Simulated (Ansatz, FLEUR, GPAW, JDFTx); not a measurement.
Si: programs and potentials compared

```
CELL_PARAMETERS angstrom
2.60449 0.00517 -0.01146
-1.29777 2.25828 -0.00872
-0.01078 -0.01570 2.49115
ATOMIC_POSITIONS crystal
Si 0.98790 0.98721 0.98432
```

This isn't the form of Si at room conditions, which is diamond.

The given cell was strained at random by a few per cent at fixed volume.

Alike in all runs: task single point; functional PBEsol; k mesh 12 × 12 × 11; occupations fermi-dirac, width 0.05 eV; no spin polarisation; no spin-orbit coupling. Pressure is positive in compression and, in plane waves, holds the error of the finite cutoff.

```json
{"program and potentials": "GPAW, PAW data sets generated for this functional", "plane-wave cutoff (eV)": "600", "notes": "-", "pressure (GPa)": "0.90", "energy over the undisturbed cell (meV/atom)": "-0.78"}
{"program and potentials": "Ansatz, all-electron LAPW, scalar-relativistic", "plane-wave cutoff (eV)": "-", "notes": "-", "pressure (GPa)": "0.42", "energy over the undisturbed cell (meV/atom)": "-"}
{"program and potentials": "JDFTx, PseudoDojo-SR-PBEsol-0.4.1-standard with smoothed tails", "plane-wave cutoff (eV)": "490", "notes": "-", "pressure (GPa)": "0.31", "energy over the undisturbed cell (meV/atom)": "-0.93"}
{"program and potentials": "FLEUR, all-electron, FLAPW", "plane-wave cutoff (eV)": "-", "notes": "-", "pressure (GPa)": "-", "energy over the undisturbed cell (meV/atom)": "-0.79"}
```

The pressure spans 0.31 (JDFTx, PseudoDojo-SR-PBEsol-0.4.1-standard with smoothed tails) to 0.90 GPa (GPAW, PAW data sets generated for this functional), with all-electron results at 0.42.

The functional is the same throughout but for its coding, so the spread measures potentials, basis and numerics; runs on potential files found faulty are left out.
